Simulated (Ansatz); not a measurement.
Crystal: CoO.

```
CELL_PARAMETERS angstrom
2.82845 0.00000 0.00000
-1.41423 2.44951 0.00000
0.00000 0.00000 2.72172
ATOMIC_POSITIONS crystal
Co 0.00000 0.00000 0.50000
O 0.66667 0.33333 0.00000
```

The cell was built by a generator and needn't be a form met in nature.

Alike in all runs: program Ansatz 0.2.0; functional PBE; potentials or basis Ansatz PAW; cutoff 420 eV (not typed: the program's choice for these potentials); k mesh 11 × 11 × 10; occupations fermi-dirac, width 0.05 eV.

Starts and where they ended:

```csv
start,free energy over the lowest (meV/atom),net moment (μB),site or absolute moments (μB),gap
"collinear spin, ferromagnetic start of up to 3.5 μB",0.0,3.00,Co +2.50; O +0.42,none (metal or under the smearing width)
"collinear spin, random start of up to 1.71 μB",0.0,3.00,Co +2.50; O +0.42,none (metal or under the smearing width)
no spin polarisation,296.5,-,-,none (metal or under the smearing width)
"collinear spin, ferromagnetic start of up to 2 μB",0.0,3.00,Co +2.50; O +0.42,none (metal or under the smearing width)
```

Allowing spin polarisation gains 296 meV/atom. A still lower state may exist.

Caveats: semilocal functionals often make such compounds metallic where correlation or magnetic order opens a gap, which also shifts bond lengths; a cell with one magnetic atom can't hold antiferromagnetic order, which such compounds often take (some runs); an odd number of electrons without spin polarisation forces a metal (some runs); a magnetic or distorted state may lie lower (some runs).
